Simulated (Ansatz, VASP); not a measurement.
## One calculation of V, two programs

```
V
1.0
    -1.49380    1.49380    1.49380
     1.49380   -1.49380    1.49380
     1.49380    1.49380   -1.49380
V
1
Direct
  0.00000 0.00000 0.00000
```

Alike in both runs: functional r2SCAN; k mesh 10 × 10 × 10; occupations gaussian, width 0.1 eV; collinear spin.

Ansatz relaxed the structure, and its values are those at the end. VASP's run is a single point on that final structure, the one shown.

|  | VASP | Ansatz |
| --- | --- | --- |
| version | VASP 6.6.1 | Ansatz 0.2.0 |
| potentials or method | VASP PAW PBE potentials, release 64 (V_sv) | scalar-relativistic, plane waves, PAW |
| plane-wave cutoff (eV) | 520 | 500 |
| valence electrons in the cell | 13 | 13 |

```csv
,VASP,Ansatz,Ansatz less VASP
gap on the k mesh at the Fermi level (eV),none,none,-
pressure (GPa),0.6,-0.1,-0.71
net moment per atom (μB),0.00,0.00,0.000
```

A gap of «none» marks a metal or a gap that the smearing closes. Ansatz warned: «seeded_moment_not_kept».

Caveats: the PAW data sets were made with another functional, which shifts forces and pressure a little (VASP).
